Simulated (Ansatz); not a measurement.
Ti:

```xyz
3
Lattice="4.5674 0.0000 0.0000 -2.2837 3.9555 0.0000 0.0000 0.0000 2.8262" Properties=species:S:1:pos:R:3 pbc="T T T"
Ti    2.2837    1.3185    1.4131
Ti    0.0000    2.6370    1.4131
Ti    0.0000    0.0000    0.0000
```

This isn't the form of Ti at room conditions, which is hcp.

```yaml
Program: Ansatz 0.2.0
Task: relaxation of cell and atoms
Functional: PBE
Dispersion: D3(BJ)
Potentials_or_basis: Ansatz PAW
Cutoff: "420 eV (not typed: the program's choice for these potentials)"
k_mesh: 7 × 7 × 9
Occupations: fermi-dirac, width 0.05 eV
Spin: no spin polarisation
```

At the start: volume 17.02 Å³/atom.

Question: How do energy, volume and symmetry change on relaxing?

Answer: It ends after 6 steps and the volume is 16.24 Å³/atom (-4.6 %); space group P6/mmm (No. 191, to 0.05 Å).

Step by step:
```tsv
step	energy change (eV)	largest force (eV/Å)	volume (Å³)
1	0.0000	0.0000	51.06
2	-0.0060	0.0000	46.80
3	-0.0394	0.0000	48.86
4	-0.0396	0.0000	48.74
5	-0.0396	0.0000	48.73
6	-0.0393	0.0000	48.73
```

Final structure:
```
CELL_PARAMETERS angstrom
4.49547 0.00000 0.00000
-2.24774 3.89319 0.00000
0.00000 0.00000 2.78428
ATOMIC_POSITIONS crystal
Ti 0.66667 0.33333 0.50000
Ti 0.33333 0.66667 0.50000
Ti 0.00000 0.00000 0.00000
```

Caveat: the plane-wave basis is chosen anew once the cell has moved, so the energies of steps on either side of that aren't comparable; pairwise dispersion overbinds metals, which lowers pressure and volume.
